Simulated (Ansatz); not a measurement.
**Structure relaxation of Ni**

The calculation used Ansatz 0.2.0, DFT PBE, scalar-relativistic, plane waves, PAW. Cutoff 420 eV, Γ-centred k mesh, Gaussian smearing, collinear spin, first started from parallel moments.

This is the end of a relaxation of cell and atoms.

```
CELL_PARAMETERS angstrom
2.32911 0.00000 0.00000
0.00000 2.32911 0.00000
0.00000 0.00000 2.32911
ATOMIC_POSITIONS crystal
Ni 0.00000 0.00000 0.00000
```

Energies count from the standard state of Ni at the same level.

(1) What space group does it have?

(2) How far above the standard state of Ni does it lie?

(3) Is it a metal?

(4) What net moment does it keep?

Results:

(1) Pm-3m (No. 221). Conventional cell: a = 2.329 Å. Around Ni lie 6 Ni at 2.33 Å.

(2) 0.71 eV/atom.

(3) Yes, bands cross the Fermi level on the 24×24×24 mesh.

(4) 0.56 μB per atom, with site moments up to 0.57 μB.

The final run used a 24×24×24 mesh on its 1-atom cell and 0.10 eV smearing. For metals, differences of a few meV/atom aren't resolved. The cell came from a trial start, so Ni may not exist in this structure.